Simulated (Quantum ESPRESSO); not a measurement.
Write the native input for Quantum ESPRESSO 7.5 that does the following.

| Quantity | Value |
| --- | --- |
| Task | relaxation of cell and atoms |
| Functional | LDA |
| Potentials or basis | SSSP 1.3 efficiency PBE |
| Cutoff | 857 eV |
| Density cutoff | 6884 eV |
| k mesh | 8 × 8 × 8 |
| Occupations | fermi-dirac, width 0.05 eV |
| Spin | no spin polarisation |
| Target pressure | 5 GPa |
| Form of the LDA correlation | PZ81 |
| Mixing beta | 0.5 |
| Most SCF iterations | 120 |
| SCF threshold | 4e-10 Ry |
| Most ionic steps | 40 |
| Forc conv thr | 0.0004 Ry/bohr |
| Etot conv thr | 1e-05 Ry |
| Ion dynamics | bfgs |
| Cell dynamics | bfgs |
| Press conv thr | 0.3 kbar |

Crystal: BeTe.

```
Te Be
1.0
     0.00000    2.77000    2.77000
     2.77000    0.00000    2.77000
     2.77000    2.77000    0.00000
Te Be
1 1
Cartesian
  4.1550 4.1550 4.1550
  0.0000 0.0000 0.0000
```

The input as run:

pw.in

```
&CONTROL
  calculation = 'vc-relax'
  prefix = 'pwscf'
  outdir = './tmp'
  pseudo_dir = './pseudo'
  tprnfor = .true.
  tstress = .true.
  disk_io = 'low'
  nstep = 40
  forc_conv_thr = 0.0004
  etot_conv_thr = 1d-05
/
&SYSTEM
  ibrav = 0
  A = 3.91737157
  nat = 2
  ntyp = 2
  ecutwfc = 63
  ecutrho = 506
  nbnd = 10
  input_dft = 'pz'
  occupations = 'smearing'
  smearing = 'fd'
  degauss = 0.00367493
/
&ELECTRONS
  conv_thr = 4d-10
  electron_maxstep = 120
  mixing_beta = 0.5
/
&IONS
  ion_dynamics = 'bfgs'
/
&CELL
  cell_dynamics = 'bfgs'
  press = 50
  press_conv_thr = 0.3
/
ATOMIC_SPECIES
Te   127.6000 Te_pbe_v1.uspp.F.UPF
Be     9.0122 be_pbe_v1.4.uspp.F.UPF
CELL_PARAMETERS alat
   0.0000000000    0.7071067808    0.7071067808
   0.7071067808    0.0000000000    0.7071067808
   0.7071067808    0.7071067808    0.0000000000
ATOMIC_POSITIONS alat
Te     1.0606601712    1.0606601712    1.0606601712
Be     0.0000000000    0.0000000000    0.0000000000
K_POINTS automatic
8 8 8 0 0 0
```

Potentials or basis: SSSP 1.3 efficiency PBE.

Command:

```sh
$ OMP_NUM_THREADS=1 pw.x -in pw.in > pw.out
```

Results of the run:

```
Relaxed volume                                         : 20.26 Å³/atom
Relaxed cell                                           : a = 3.855 Å, b = 3.855 Å, c = 3.855 Å, α = 60.00°, β = 60.00°, γ = 60.00°
Space group after relaxing (to 0.05 Å)                 : F-43m (No. 216)
Energy change on relaxing (the enthalpy is what falls) : +19.4 meV/atom
Ionic steps                                            : 4
Pressure after relaxing                                : 5.0 GPa
Band gap on the k mesh                                 : 1.54 eV, indirect (least direct gap 3.47 eV)
```

Caveat: the potentials were made for another functional, which shifts forces and pressure; spin-orbit coupling is left out, which moves the levels of the heavy elements.

Wall time 69 s on 1 thread of Arm Neoverse V1, with other jobs on the host, peak memory 0.18 GiB.
